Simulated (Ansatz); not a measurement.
Here is an Ansatz 0.2.0 calculation.

Contents of input:

```
crystal:
  lattice:
    - [4.12095, 0.0, 0.0]
    - [-2.06047, 3.56885, 0.0]
    - [0.0, 0.0, 2.65479]
  atoms:
    - { symbol: Si, position: [0.33333, 0.66667, 0.5] }
    - { symbol: Si, position: [0.66667, 0.33333, 0.5] }
hamiltonian:
  xc: b3lyp
  pseudopotentials: { kind: paw }
kpoints:
  mp_grid: { grid: [4, 4, 5] }
scf:
  occupations: { method: fermi_dirac, width: 0.05 }
output:
  forces: true
  stress: true
  eigenvalues: true
  write_density: true
  write_potential: true
  elf: true
  volumetric_format: npy
relax:
  f_tol: 0.01
  max_steps: 40
  cell: { stress_tol: 0.05 }
```

(1) Estimate the relaxed cell.

(2) What does it give for the space group after relaxing (to 0.05 Å)?

(3) What does it give for the band gap on the k mesh?

Results:

(1) a = 4.186 Å, b = 4.186 Å, c = 2.595 Å, α = 90.00°, β = 90.00°, γ = 120.00°.

(2) P6/mmm (No. 191).

(3) none (metal or under the smearing width).

Caveat: the k mesh is coarse (spacing up to 0.47 Å⁻¹), so the values aren't converged, least of all with exact exchange.
